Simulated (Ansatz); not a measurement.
## Ge in Ansatz: the effect of dispersion

The system is Ge.

```xyz
1
Lattice="2.7105 0.0000 0.0000 0.0000 2.7105 0.0000 0.0000 0.0000 2.7105" Properties=species:S:1:pos:R:3 pbc="T T T"
Ge    0.0000    0.0000    0.0000
```

The cell was built by a generator and needn't be a form met in nature.

Alike in all runs:

| Quantity | Value |
| --- | --- |
| Program | Ansatz 0.2.0 |
| Task | relaxation of cell and atoms |
| Functional | PBE |
| Potentials or basis | Ansatz PAW |
| Cutoff | 420 eV |
| Density cutoff | 1680 eV |
| k mesh | 10 × 10 × 10 |
| Occupations | fermi-dirac, width 0.05 eV |
| Spin | no spin polarisation |

Each run relaxes the cell or the atoms first.

Task: One run gave: relaxed volume 19.77 Å³/atom. Which dispersion did it use?
A. none
B. D4
C. D3(BJ)

Result: A.

| dispersion | relaxed volume (Å³/atom) |
| --- | --- |
| none | 19.77 |
| D3(BJ) | 19.01 |
| D4 | 19.00 |

Caveats: the plane-wave basis is chosen anew once the cell has moved, so the energies of steps on either side of that aren't comparable; pairwise dispersion overbinds metals, which lowers pressure and volume (some runs).

Not every run made on this cell is shown here.
